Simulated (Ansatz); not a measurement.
# A vibration from a frozen displacement in ZnCu

Method: Ansatz 0.2.0, DFT LDA, scalar-relativistic, plane waves, PAW. The runs took a 420 eV cutoff, a Γ-centred 16×16×16 mesh and Gaussian smearing (0.15 eV). No spin polarisation. Energies are free energies at this smearing, counted from the undisturbed cell; pressure is positive in compression.

The undisturbed cell (as given, not relaxed at this level; it stands at -9.9 GPa, and it needn't be the usual structure):

```yaml
crystal:
  lattice:
    - [2.94500, 0.00000, 0.00000]
    - [0.00000, 2.94500, 0.00000]
    - [0.00000, 0.00000, 2.94500]
  atoms:
    - { symbol: Zn, position: [0.50000, 0.50000, 0.50000] }
    - { symbol: Cu, position: [0.00000, 0.00000, 0.00000] }
```

Every Zn atom is moved by x along the Cartesian unit vector (-0.577, -0.577, -0.577); the cell and all other atoms stay fixed. The cell's volume is 25.54 Å³; the moved atoms weigh 65.380 u together and the others 63.546 u. Some rows repeat others by symmetry and weren't run.

```
  x (Å)  ΔE (meV/cell) total force on the moved atoms along the move (eV/Å) pressure (GPa)
-0.1000          19.67                                                0.3996         -9.3263
-0.0875          15.01                                                0.3471         -9.4552
-0.0750          10.99                                                0.2957         -9.5665
-0.0625           7.61                                                0.2451         -9.6605
-0.0500           4.86                                                0.1952         -9.7372
-0.0250           1.21                                                0.0970         -9.8393
 0.0000           0.00                                                0.0000         -9.8732
 0.0250           1.21                                               -0.0970         -9.8393
 0.0500           4.86                                               -0.1952         -9.7372
 0.0625           7.61                                               -0.2451         -9.6605
 0.0750          10.99                                               -0.2957         -9.5665
 0.0875          15.01                                               -0.3471         -9.4552
 0.1000          19.67                                               -0.3996         -9.3263
```

Q: What frequency belongs to this motion?

A: The force constant is k = −dF/dx = 3.880 eV/Å², from the parabola through x = -0.0250, 0 and 0.0250. In every cell the moved atoms swing against the rest, so the mass is μ = m₁m₂/(m₁ + m₂) = 32.225 u, and ν̃ = 521.5 cm⁻¹ × √(|k|/μ) = 181 cm⁻¹, at this cell's pressure of -9.9 GPa. To first order in x, and within 1 %, the force on every atom lies along the move and, within each of the two groups, in proportion to the atom's mass, so this is itself a mode at the zone centre of this cell.

Q: How far does the harmonic law reach?

A: At x = -0.100 Å, kx²/2 = 19.40 meV against the computed 19.67 meV (+1.4 %): the well is still close to harmonic there.

Q: The pressure changes with x². What does that say about the frequency under compression?

A: With E = k(V)x²/2, k ∝ V^(−2γ) and x scaling with the cell as V^(1/3), P − P0 = −∂E/∂V = (2γ − 2/3) ΔE/V. At x = 0.0500 Å, V(P − P0) = 25.54 × 0.13600 / 160.2 eV = 21.68 meV and ΔE = 4.86 meV, so γ = 1/3 + V(P − P0)/(2ΔE) = 2.56. This is the Grüneisen parameter of the motion under uniform scaling of the cell: shrinking the cell evenly by 1 % in volume raises the frequency by about 2.56 %.

In a metal these slopes depend on the k mesh and the smearing.